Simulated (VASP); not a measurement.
# Co (Im-3m) in VASP: equation of state, part 2 of 2

VASP 6.6.1.

## 4. Equation of state, PBE, collinear spin, ferromagnetic start, 10.81 Å³/atom (volume scaled by 0.98)

INCAR

```
  PREC = Accurate
  ENCUT = 520
  EDIFF = 1E-7
  ISMEAR = -1
  SIGMA = 0.05
  LREAL = F
  LASPH = T
  NELM = 150
  ALGO = Normal
  ISIF = 2
  LWAVE = F
  LCHARG = F
  ISPIN = 2
  MAGMOM = 2
  LORBIT = 11
  LMAXMIX = 4
  GGA = PE
  NBANDS = 14
```

KPOINTS

```
regular mesh
0
Gamma
  13 13 13
```

POSCAR

```
Co
1.0
   -1.3929081728      1.3929081728      1.3929081728
    1.3929081728     -1.3929081728      1.3929081728
    1.3929081728      1.3929081728     -1.3929081728
Co
1
Direct
    0.0000000000      0.0000000000      0.0000000000
```

Potentials or basis: VASP PAW PBE potentials, release 64 (Co).

The run is started by

```bash
$ cat potpaw_PBE.64/Co/POTCAR > POTCAR
$ mpirun -np 1 vasp_std > vasp.out
```

OUTCAR:

```text
PREC = Accurate
   ENCUT = 520
   EDIFF = 1E-7
   ISMEAR = -1
   LREAL = F
   LASPH = T
   NELM = 150
   ISIF = 2
   ISPIN = 2
   LORBIT = 11
   GGA = PE

 ion  position               nearest neighbor table
   1  0.000  0.000  0.000-

  LATTYP: Found a body centered cubic cell.
 ALAT       =     2.7858163456

  Lattice vectors:

 A1 = (  -1.3929081728,   1.3929081728,   1.3929081728)
 A2 = (   1.3929081728,  -1.3929081728,   1.3929081728)
 A3 = (   1.3929081728,   1.3929081728,  -1.3929081728)

Analysis of symmetry for initial positions (statically):
=====================================================================
 Subroutine PRICEL returns:
 Original cell was already a primitive cell.

 Routine SETGRP: Setting up the symmetry group for a
 body centered cubic supercell.

 Subroutine GETGRP returns: Found 48 space group operations
 (whereof 48 operations were pure point group operations)
 out of a pool of 48 trial point group operations.

The static configuration has the point symmetry O_h .

Analysis of symmetry for dynamics (positions and initial velocities):
[... 1569 lines left out ...]
     14      50.5785      0.00000

 [... further k-points ...]

------------------------ aborting loop because EDIFF is reached ----------------------------------------

 total charge

# of ion       s       p       d       tot
------------------------------------------
    1        0.489   0.533   7.253   8.275

 magnetization (x)

# of ion       s       p       d       tot
------------------------------------------
    1       -0.006  -0.050   1.758   1.703

  FORCE on cell =-STRESS in cart. coord.  units (eV):
  Direction    XX          YY          ZZ          XY          YZ          ZX
  --------------------------------------------------------------------------------------
  -------------------------------------------------------------------------------------
  Total        0.2792259      0.2792259      0.2792259     -0.0000000      0.0000000      0.0000000
  in kB       41.3846108     41.3846108     41.3846108     -0.0000000      0.0000000      0.0000000
  external PRESSURE =      41.3846108 kB  Pullay stress =       0.0000000 kB

 VOLUME and BASIS-vectors are now :
 -----------------------------------------------------------------------------
  energy-cutoff  :      520.00
  volume of cell :       10.81
      direct lattice vectors                 reciprocal lattice vectors
    -1.392908173  1.392908173  1.392908173     0.000000000  0.358961208  0.358961208
     1.392908173 -1.392908173  1.392908173     0.358961208  0.000000000  0.358961208
     1.392908173  1.392908173 -1.392908173     0.358961208  0.358961208  0.000000000

 POSITION                                       TOTAL-FORCE (eV/Angst)
 -----------------------------------------------------------------------------------
      0.00000      0.00000      0.00000         0.000000     -0.000000     -0.000000
 -----------------------------------------------------------------------------------
    total drift:                                0.000000      0.000000      0.000000

  FREE ENERGIE OF THE ION-ELECTRON SYSTEM (eV)
  ---------------------------------------------------
  free  energy   TOTEN  =        -6.9506678604 eV

  energy  without entropy=       -6.9375285578  energy(sigma->0) =       -6.94409821

 total charge

# of ion       s       p       d       tot
------------------------------------------
    1        0.489   0.533   7.253   8.275

 magnetization (x)

# of ion       s       p       d       tot
------------------------------------------
    1       -0.006  -0.050   1.758   1.703
```

OSZICAR:

```text
N       E                     dE             d eps       ncg     rms          rms(c)
DAV:   1     0.278532372283E+02    0.27853E+02   -0.37335E+03  4906   0.755E+02
DAV:   2    -0.671010963814E+01   -0.34563E+02   -0.31983E+02  5136   0.146E+02
DAV:   3    -0.790486182558E+01   -0.11948E+01   -0.11869E+01  5954   0.287E+01
DAV:   4    -0.791279041721E+01   -0.79286E-02   -0.79269E-02  5780   0.218E+00
DAV:   5    -0.791290167900E+01   -0.11126E-03   -0.11126E-03  6224   0.240E-01    0.107E+01
DAV:   6    -0.711833053808E+01    0.79457E+00   -0.10801E+01  6462   0.381E+01    0.455E+00
DAV:   7    -0.696984991043E+01    0.14848E+00   -0.11431E+00  5586   0.114E+01    0.268E+00
DAV:   8    -0.695695257208E+01    0.12897E-01   -0.12724E-02  6404   0.860E-01    0.132E+00
DAV:   9    -0.695088681780E+01    0.60658E-02   -0.62288E-03  7740   0.579E-01    0.223E-01
DAV:  10    -0.695064758827E+01    0.23923E-03   -0.46619E-04  6694   0.189E-01    0.640E-02
DAV:  11    -0.695066634865E+01   -0.18760E-04   -0.70176E-06  5536   0.302E-02    0.393E-02
DAV:  12    -0.695066658011E+01   -0.23146E-06   -0.54475E-06  6196   0.174E-02    0.126E-02
DAV:  13    -0.695066761164E+01   -0.10315E-05   -0.68910E-07  6144   0.921E-03    0.335E-03
DAV:  14    -0.695066782817E+01   -0.21652E-06   -0.13436E-08  3720   0.106E-03    0.103E-03
DAV:  15    -0.695066786040E+01   -0.32228E-07   -0.14032E-09  2844   0.336E-04
   1 F= -.69506679E+01 E0= -.69440982E+01  d E =-.131393E-01  mag=     1.6837
```

stdout:

```text
POSCAR found type information on POSCAR Co
 POSCAR found :  1 types and       1 ions
 scaLAPACK will be used
 LDA part: xc-table for (Slater+PW92), standard interpolation
 POSCAR, INCAR and KPOINTS ok, starting setup
 FFT: planning ... GRIDC
 FFT: planning ... GRID_SOFT
 FFT: planning ... GRID
 WAVECAR not read
 entering main loop
```

It took 28 s on 1 thread of Intel Xeon Platinum 8559C (Emerald Rapids), shared host; peak memory 0.13 GiB.

What came out:

```
Free energy                                           : -6.9507 eV
Pressure                                              : 4.1 GPa
Band gap on the k mesh                                : none (metal or under the smearing width)
Net moment                                            : 1.68 μB per cell
Site moments                                          : Co +1.70 μB
Valence electrons inside the program's atomic spheres : Co 8.28
```

## 5. Equation of state, PBE, collinear spin, ferromagnetic start, 11.25 Å³/atom (volume scaled by 1.02)

INCAR

```
SYSTEM = Co
  ALGO = Normal
  EDIFF = 1E-7
  ENCUT = 520
  GGA = PE
  ISIF = 2
  ISMEAR = -1
  ISPIN = 2
  LASPH = .TRUE.
  LCHARG = .FALSE.
  LMAXMIX = 4
  LORBIT = 11
  LREAL = .FALSE.
  LWAVE = .FALSE.
  MAGMOM = 2
  NBANDS = 14
  NELM = 120
  PREC = Accurate
  SIGMA = 0.05
```

KPOINTS

```
k-points
0
G
  13 13 13
  0 0 0
```

POSCAR

```
Co
1.0
   -1.4116071581      1.4116071581      1.4116071581
    1.4116071581     -1.4116071581      1.4116071581
    1.4116071581      1.4116071581     -1.4116071581
Co
1
Direct
    0.0000000000      0.0000000000      0.0000000000
```

The run is started by

```bash
$ cat potpaw_PBE.64/Co/POTCAR > POTCAR
$ mpirun -np 1 vasp_std > vasp.out
```

Wall time 30 s (1 thread of Intel Xeon Platinum 8559C (Emerald Rapids), shared host); peak memory 0.13 GiB.

The run converged. Its results:

| Item | Value |
| --- | --- |
| Free energy | -6.9502 eV |
| Pressure | -4.1 GPa |
| Band gap on the k mesh | none (metal or under the smearing width) |
| Net moment | 1.70 μB per cell |
| Site moments | Co +1.73 μB |
| Valence electrons inside the program's atomic spheres | Co 8.20 |

## 6. Equation of state, PBE, collinear spin, ferromagnetic start, 11.47 Å³/atom (volume scaled by 1.04)

INCAR: that of step 5 with these lines changed.

```diff
@@ -16,3 +16,3 @@
   NBANDS = 14
-  NELM = 120
+  NELM = 150
   PREC = Accurate
```

KPOINTS is that of step 5.

POSCAR

```
Co
1.0
   -1.4207736952      1.4207736952      1.4207736952
    1.4207736952     -1.4207736952      1.4207736952
    1.4207736952      1.4207736952     -1.4207736952
Co
1
Direct
    0.0000000000      0.0000000000      0.0000000000
```

Potentials or basis: VASP PAW PBE potentials, release 64 (Co).

The run is started by

```bash
$ cat potpaw_PBE.64/Co/POTCAR > POTCAR
$ mpirun -np 1 vasp_std > vasp.out
```

Run time: 30 s. Hardware: 1 thread of Intel Xeon Platinum 8559C (Emerald Rapids), shared host; peak memory 0.13 GiB.

It converged, with:

| Item | Value |
| --- | --- |
| Free energy | -6.9421 eV |
| Pressure | -7.5 GPa |
| Band gap on the k mesh | none (metal or under the smearing width) |
| Net moment | 1.72 μB per cell |
| Site moments | Co +1.75 μB |
| Valence electrons inside the program's atomic spheres | Co 8.16 |

## 7. Equation of state, PBE, collinear spin, ferromagnetic start, 11.69 Å³/atom (volume scaled by 1.06)

INCAR

```
SYSTEM = Co
PREC     = Accurate       ! precision mode
ENCUT    = 520            ! plane-wave cutoff, eV
EDIFF    = 1E-7           ! SCF threshold, eV
ISMEAR   = -1             ! smearing method
SIGMA    = 0.05           ! smearing width, eV
LREAL    = .FALSE.        ! projectors in reciprocal space
LASPH    = .TRUE.         ! aspherical terms in the spheres
NELM     = 150            ! most SCF steps
ALGO     = Normal         ! electronic algorithm
ISIF     = 2              ! what is computed and relaxed
LWAVE    = .FALSE.        ! write WAVECAR
LCHARG   = .FALSE.        ! write CHGCAR
ISPIN    = 2              ! spin polarisation
MAGMOM   = 2              ! initial moments
LORBIT   = 11             ! projections on sites
LMAXMIX  = 4              ! l up to which the mixer works
GGA      = PE             ! functional
NBANDS   = 14             ! bands
```

KPOINTS

```
Automatic mesh
0
G
  13 13 13
  0 0 0
```

POSCAR

```
Co
1.0
   -1.4298234531      1.4298234531      1.4298234531
    1.4298234531     -1.4298234531      1.4298234531
    1.4298234531      1.4298234531     -1.4298234531
Co
1
Direct
    0.0000000000      0.0000000000      0.0000000000
```

The run is started by

```bash
$ cat potpaw_PBE.64/Co/POTCAR > POTCAR
$ mpirun -np 1 vasp_std > vasp.out
```

Wall time 20 s (1 thread of Intel Xeon Platinum 8559C (Emerald Rapids), shared host); peak memory 0.13 GiB.

It converged, with:

| Property | Result |
| --- | --- |
| Free energy | -6.9298 eV |
| Pressure | -10.4 GPa |
| Band gap on the k mesh | none (metal or under the smearing width) |
| Net moment | 1.74 μB per cell |
| Site moments | Co +1.77 μB |
| Valence electrons inside the program's atomic spheres | Co 8.13 |

## 8. Equation of state, PBE, collinear spin, ferromagnetic start

Potentials or basis: VASP PAW PBE potentials, release 64 (Co).

This step only gathers the single runs of the series.

Results:

| Quantity | Value |
| --- | --- |
| Equilibrium volume | 11.02 Å³/atom |
| Bulk modulus | 206 GPa |
| Pressure derivative of the bulk modulus | 5.5 |

Energy against volume, from the lowest point:
```csv
volume (Å³/atom),energy (meV/atom)
10.369,27.86
10.589,11.61
10.810,2.59
11.031,0.00
11.251,3.09
11.472,11.13
11.692,23.45
```
